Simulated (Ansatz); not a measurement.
**Mg2Sn, one cell by several methods**

```
CELL_PARAMETERS angstrom
0.00000 3.31191 3.37950
3.31191 0.00000 3.37950
3.31191 3.31191 0.00000
ATOMIC_POSITIONS crystal
Mg 0.25000 0.25000 0.25000
Mg 0.75000 0.75000 0.75000
Sn 0.00000 0.00000 0.00000
```

Atoms are numbered in the order listed.

The cell is COD entry 1537878, as deposited and not checked against the literature; nothing was relaxed. The listed cell was then made from it by scaling, straining or moving an atom.

No spin–orbit coupling, which matters for the heavy atoms here.

Methods: DFT, LDA, PAW with Ansatz's default frozen-core files, scalar-relativistic (Ansatz 0.2.0); DFT, LDA, all-electron PAW with datasets made for the crystal, scalar-relativistic (Ansatz 0.2.0); DFT, LDA, all-electron LAPW, scalar-relativistic (Ansatz 0.2.0).

For PAW: a Γ-centred 11×11×11 k mesh, Fermi–Dirac smearing of 0.08 eV, cutoff 420 eV, no spin polarisation; the PAW files were made with PBE, and the program remakes their frozen cores for this functional. The crystal-made all-electron datasets (AE datasets) take a cutoff of 240 eV at this cell. LAPW targets a basis error of 0.5 meV/atom. The Ansatz runs share mesh, smearing and spin set-up. Plane-wave (PAW) pressures include the program's estimate of the Pulay term.

Stress and pressure are positive in compression.

The change that made this cell: equal xx and yy strain of -2 %.

Spin–orbit coupling is left out, which moves gradients at and beside heavy atoms by some per cent and at worst by a factor of two.

In a metal, gradients converge slowly with the k mesh: the values move by tens of per cent from one mesh to another, at times in sign, so only the comparison on one mesh counts.

```
                                               quantity    PAW  AE datasets   LAPW
                                         pressure (GPa)  -0.09        -0.07  -0.07
                                        stress xx (GPa)   0.25         0.27   0.28
                                        stress zz (GPa)  -0.79        -0.77  -0.77
largest principal field gradient Vzz at Sn3 (10²¹ V/m²)   0.86         0.86      –
```

PAW's pressure differs from the LAPW value by -0.02 GPa. Datasets made for the crystal and LAPW share parts of one code, so their agreement isn't an independent check.
